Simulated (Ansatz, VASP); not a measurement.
# TiS2 (pbesol) in VASP and in Ansatz

INCAR

```
PREC = Accurate
ENCUT = 600
EDIFF = 1E-6
ISMEAR = 0
SIGMA = 0.1
LREAL = F
LASPH = T
NELM = 100
ALGO = Fast
ISIF = 3
LWAVE = F
LCHARG = F
GGA = PS
IBRION = 2
NSW = 100
EDIFFG = -0.002
```

File KPOINTS:

```
Automatic mesh
0
Gamma
  15 15 8
```

Contents of POSCAR:

```
TiS2
1.0
    3.4120000000      0.0000000000      0.0000000000
   -1.7060000000      2.9548786777      0.0000000000
    0.0000000000      0.0000000000      5.6950000000
Ti S
1 2
Direct
    0.0000000000      0.0000000000      0.0000000000
    0.3333333333      0.6666666667      0.2500000000
    0.6666666667      0.3333333333      0.7500000000
```

Input for Ansatz:

```yaml
crystal:
  lattice:
    - [3.412, 0.0, 0.0]
    - [-1.706, 2.9548786777, 0.0]
    - [0.0, 0.0, 5.695]
  atoms:
    - { symbol: Ti, position: [0.0, 0.0, 0.0] }
    - { symbol: S, position: [0.3333333333, 0.6666666667, 0.25] }
    - { symbol: S, position: [0.6666666667, 0.3333333333, 0.75] }
basis:
  ecutwfc: 420
kpoints:
  mp_grid: { grid: [15, 15, 8] }
hamiltonian:
  xc: pbesol
scf:
  occupations: { method: gaussian, width: 0.1 }
output:
  forces: true
  stress: true
  eigenvalues: true
  write_density: true
  write_potential: true
  elf: true
  volumetric_format: npy
relax:
  adjacent_minimum: "off"
  f_tol: 0.002
  max_steps: 80
  cell: { stress_tol: 0.02 }
```

Alike in both runs: task relaxation of cell and atoms; functional PBEsol; k mesh 15 × 15 × 8; occupations gaussian, width 0.1 eV; no spin polarisation.

|  | VASP | Ansatz |
| --- | --- | --- |
| version | VASP 6.6.1 | Ansatz 0.2.0 |
| potentials or method | VASP PAW PBE potentials, release 64 (Ti_sv, S) | scalar-relativistic, plane waves, PAW |
| plane-wave cutoff (eV) | 600 | 420 |
| valence electrons in the cell | 24 | 24 |

Ansatz gave:

```
gap on the k mesh at the Fermi level, each at its own relaxed structure (eV) : none
relaxed volume (Å³/atom)                                                     : 18.27
relaxed cell length with the largest relative difference (Å)                 : 5.635
energy change over the relaxation (meV/atom)                                 : -9
```

Q: What did VASP give for the same quantities?

A: gap on the k mesh at the Fermi level, each at its own relaxed structure (eV): none; relaxed volume (Å³/atom): 18.31; relaxed cell length with the largest relative difference (Å): 5.646; energy change over the relaxation (meV/atom): -9.

A gap of «none» marks a metal or a gap that the smearing closes.

Caveats: the PAW data sets were made with another functional, which shifts forces and pressure a little (VASP).
